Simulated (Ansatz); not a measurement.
# Ru: how the settings move a single-point run

Question: which choices in the input matter for Ru?

Method: reference: DFT, PBE, all-electron LAPW, scalar-relativistic, in Ansatz 0.2.0.

1 further run of the same task is left out (it didn't finish). Runs told in other sessions of the task aren't counted.

## 1. The structure to begin with

It takes space group P6_3/mmc (No. 194, hexagonal). The conventional cell has a = 2.706 Å, b = 2.706 Å, c = 4.282 Å, α = 90.00°, β = 90.00°, γ = 120.00°. Ru (site symmetry -6m2) is surrounded by 12 Ru at 2.65 to 2.71 Å.

Coordinates:

```xyz
2
Lattice="2.7058 0.0000 0.0000 -1.3529 2.3433 0.0000 0.0000 0.0000 4.2819" Properties=species:S:1:pos:R:3 pbc="T T T"
Ru    0.0000    1.5622    1.0705
Ru    1.3529    0.7811    3.2114
```

## 2. The reference run

Contents of input.yaml:

```yaml
crystal:
  lattice:
    - [2.7057993342, 0.0, 0.0]
    - [-1.3528996671, 2.343290961, 0.0]
    - [0.0, 0.0, 4.2819]
  atoms:
    - { symbol: Ru, position: [0.3333333333, 0.6666666667, 0.25] }
    - { symbol: Ru, position: [0.6666666667, 0.3333333333, 0.75] }
kpoints:
  mp_grid: { grid: [14, 14, 8] }
scf:
  occupations: { method: fermi_dirac, width: 0.03 }
hamiltonian:
  xc: pbe
  pseudopotentials: { kind: all_electron, lapw: { basis_error: 0.0005 } }
output:
  forces: true
  stress: true
  eigenvalues: true
basis:
  ecutwfc: 320
```

Launch:

```
$ ansatz run input.yaml --threads 1 --pin off --max-ram 2048MiB --backend cpu --events-out ev --progress --plain --runs-dir out
```

## 3. Changing settings: dr2_threshold 1.0e-05

Edit input.yaml of step 2 so:

```diff
@@ -12,2 +12,3 @@
   occupations: { method: fermi_dirac, width: 0.03 }
+  convergence: { dr2_threshold: 1.0e-05 }
 hamiltonian:
```

## 4. Variant: mp_grid.grid [21, 21, 12], dispersion d3bj

Edit input.yaml of step 2 so:

```diff
@@ -9,3 +9,3 @@
 kpoints:
-  mp_grid: { grid: [14, 14, 8] }
+  mp_grid: { grid: [21, 21, 12] }
 scf:
@@ -15,2 +15,3 @@
   pseudopotentials: { kind: all_electron, lapw: { basis_error: 0.0005 } }
+  dispersion: d3bj
 output:
```

Before running it: what results should come out? Wanted: for each run, ending; energy change; pressure; gap; force.

As calculated:

```
                                          run     ending                                             energy change  pressure (GPa)  gap (eV)  force (eV/Å)  cycles     time
                                    reference  converged                                                         0             4.5      0.00          0.00       8     40 s
                     1: dr2_threshold 1.0e-05  converged                                              0.0 meV/atom             4.5      0.00          0.00       7     37 s
2: mp_grid.grid [21, 21, 12], dispersion d3bj  converged  -626.4 meV/atom (dispersion and other settings together)            -3.3      0.00          0.00       8  1.8 min
```

Residual by cycle in the longest SCF loop of each run; runs are numbered as in the table. The quantity is the density residual dr2, in eV.

```
cycle  reference    run 1    run 2
    1      0.323    0.323    0.323
    2     0.0269   0.0269   0.0272
    3     0.0236   0.0236   0.0236
    4    0.00603  0.00603  0.00608
    5     5.2e-4   5.2e-4   5.2e-4
    6     1.3e-5   1.3e-5   1.3e-5
    7     5.5e-7   5.5e-7   4.4e-7
    8     5.7e-8        -   3.7e-8
```

What this shows: «dr2_threshold 1.0e-05» leaves the energy as it was. Of the variants the dearest is «mp_grid.grid [21, 21, 12], dispersion d3bj» (1.8 min), the cheapest «dr2_threshold 1.0e-05» (37 s), on a shared host.
